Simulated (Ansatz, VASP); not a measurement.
CdSe (qha): VASP beside Ansatz

Contents of INCAR:

```
SYSTEM = CdSe
PREC = Accurate ; ENCUT = 600
EDIFF = 1E-7 ; ISMEAR = 0
SIGMA = 0.01 ; LREAL = .False.
LASPH = .True. ; NELM = 100
ALGO = Normal ; ISIF = 3
LWAVE = .False. ; LCHARG = .False.
GGA = PS ; IBRION = 2
NSW = 80 ; EDIFFG = -0.001
```

File KPOINTS:

```
Automatic mesh
0
Gamma
  10 10 6
  0 0 0
```

File POSCAR:

```
CdSe
1.0
    4.3010051471      0.0000000000      0.0000000000
   -2.1505025735      3.7247797192      0.0000000000
    0.0000000000      0.0000000000      7.0220888563
Cd Se
2 2
Direct
    0.3333333333      0.6666666667      0.0046927247
    0.6666666667      0.3333333333      0.5046927247
    0.3333333333      0.6666666667      0.3803072753
    0.6666666667      0.3333333333      0.8803072753
```

Input for Ansatz:

```yaml
crystal:
  lattice:
    - [4.3010051471, 0.0, 0.0]
    - [-2.1505025735, 3.7247797192, 0.0]
    - [0.0, 0.0, 7.0220888563]
  atoms:
    - { symbol: Cd, position: [0.3333333333, 0.6666666667, 0.0046927247] }
    - { symbol: Cd, position: [0.6666666667, 0.3333333333, 0.5046927247] }
    - { symbol: Se, position: [0.3333333333, 0.6666666667, 0.3803072753] }
    - { symbol: Se, position: [0.6666666667, 0.3333333333, 0.8803072753] }
basis:
  ecutwfc: 420
kpoints:
  mp_grid: { grid: [10, 10, 6] }
hamiltonian:
  xc: pbesol
  pseudopotentials: { kind: paw }
scf:
  occupations: { method: fixed }
output:
  forces: true
  stress: true
  eigenvalues: true
relax:
  adjacent_minimum: "off"
  f_tol: 0.001
  max_steps: 60
  cell: { stress_tol: 0.01 }
```

Alike in both runs: task relaxation of cell and atoms; functional PBEsol; k mesh 10 × 10 × 6; no spin polarisation.

|  | VASP | Ansatz |
| --- | --- | --- |
| version | VASP 6.6.1 | Ansatz 0.2.0 |
| potentials or method | VASP PAW PBE potentials, release 64 (Cd, Se) | scalar-relativistic, plane waves, PAW |
| plane-wave cutoff (eV) | 600 | 420 |
| occupations | gaussian, width 0.01 eV | fixed |
| valence electrons in the cell | 36 | 72 |

|  | VASP | Ansatz | Ansatz less VASP |
| --- | --- | --- | --- |
| gap on the k mesh at the Fermi level, each at its own relaxed structure (eV) | 0.53 | 0.54 | +0.011 |
| relaxed volume (Å³/atom) | 28.29 | 28.14 | -0.155 |
| relaxed cell length with the largest relative difference (Å) | 7.036 | 7.022 | -0.0136 |

The two sets of potentials don't hold the same shells in valence.

Caveats: the PAW data sets were made with another functional, which shifts forces and pressure a little (VASP). Zero-point motion and thermal expansion aren't in these numbers.
